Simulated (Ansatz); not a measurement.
# LiH: energy along a strain

LiH, Fm-3m, a = 4.065 Å (as given, not relaxed at this level: -2.1 GPa). Ansatz: PBEsol, PAW, 420 eV, Γ-centred 10×10×10 mesh on 2 atoms, Gaussian smearing 0.05 eV; no spin polarisation. Cell vectors (Å): 0.000 2.033 2.033; 2.033 0.000 2.033; 2.033 2.033 0.000. The cell is strained by x per cent times the pattern (0 0 0 0 0 1) in the order xx yy zz yz xz xy (engineering shears), with fractional coordinates held. y is the free energy over the start, V0 = 8.396 Å³/atom. Symmetry makes y even in x. Points with a strain past 8.5 % were computed too (2) and aren't used here.

| x (%) | y (meV/atom) |
| --- | --- |
| -5.00 | 2.89 |
| 0.00 | 0.00 |
| 1.25 | 0.17 |
| 2.50 | 0.72 |
| 3.75 | 1.62 |
| 6.25 | 4.52 |
| 7.50 | ? |

Q: Fit y = c2 x² + c4 x⁴ to the other rows, get the stiffness along the pattern, and predict the missing energy.

A: Least squares on the rows shown. y = 0.1150 x² + 1.769×10⁻⁵ x⁴. The clamped-ion stiffness p·C·p = 2 × 1.150 eV × 160.2 / 8.396 Å³ = 44 GPa, which is C66 in these axes (C44 of the cubic crystal) (second derivative at the start, which stands under stress). At x = 7.50 the fit asked for gives 6.52 meV/atom. The run gave 6.53 meV/atom, so the fit is 0.01 meV/atom too low, a small miss on the scale of the series.